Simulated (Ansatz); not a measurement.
# CdSe: the cost of one run

Program: Ansatz 0.2.0. Level of theory: DFT PBEsol, scalar-relativistic, plane waves, PAW. These are calculated values, not measurements.

The COD entry's cell or inner coordinates are ideal or old and differ from later refinements, so a difference from it is no clean test against experiment.

2 further runs of the same task are left out: 2 set aside as unsound or not needed.

## Step 1: The structure to begin with

It takes space group P6_3mc (No. 186, hexagonal). The conventional cell has a = 4.298 Å, b = 4.298 Å, c = 7.015 Å, α = 90.00°, β = 90.00°, γ = 120.00°. Cd (site symmetry 3m) is surrounded by 4 Se at 2.63 Å. Se (site symmetry 3m) is surrounded by 4 Cd at 2.63 Å.

Structure file:

```xyz
4
Lattice="4.2985 0.0000 0.0000 -2.1492 3.7226 0.0000 0.0000 0.0000 7.0152" Properties=species:S:1:pos:R:3 pbc="T T T"
Cd    2.1492    1.2409    0.0000
Cd    0.0000    2.4817    3.5076
Se    2.1492    1.2409    2.6307
Se    0.0000    2.4817    6.1383
```

The cell is the deposited one, not relaxed. At PBEsol, an earlier run found 0.13 GPa for this cell of 28.064 Å³/atom (10×10×6 mesh), gap on the mesh 0.54 eV.

## Step 2: Bands on a fine mesh

Contents of input.yaml:

```yaml
crystal:
  lattice:
    - [4.2984999141, 0.0, 0.0]
    - [-2.1492499571, 3.7226101238, 0.0]
    - [0.0, 0.0, 7.0151999999]
  atoms:
    - { symbol: Cd, position: [0.6666666667, 0.3333333333, 0.0] }
    - { symbol: Cd, position: [0.3333333333, 0.6666666667, 0.5] }
    - { symbol: Se, position: [0.6666666667, 0.3333333333, 0.375] }
    - { symbol: Se, position: [0.3333333333, 0.6666666667, 0.875] }
basis:
  ecutwfc: 420
  ecutrho_ratio: 4
kpoints:
  mp_grid: { grid: [10, 10, 6] }
hamiltonian:
  xc: pbesol
scf:
  occupations: { method: gaussian, width: 0.05 }
output:
  forces: true
  stress: true
  eigenvalues: true
  eigenstates:
    nscf_kmesh: { grid: [12, 12, 6] }
    de_dk: true
    e_range: [-2.5, 3.041729628713]
  write_density: true
  write_potential: true
  elf: true
  volumetric_format: npy
```

On the command line:

```console
> ansatz run input.yaml --threads 4 --pin off --max-ram 9216MiB --backend cpu --events-out ev --progress --plain --runs-dir out
```

**Question.** How long does this run take on 4 threads of Intel Xeon Platinum 8259CL at 2.50GHz (Skylake/Cascade Lake), shared host, and how much memory does it need?

About 18 s, with a peak of 0.69 GiB.
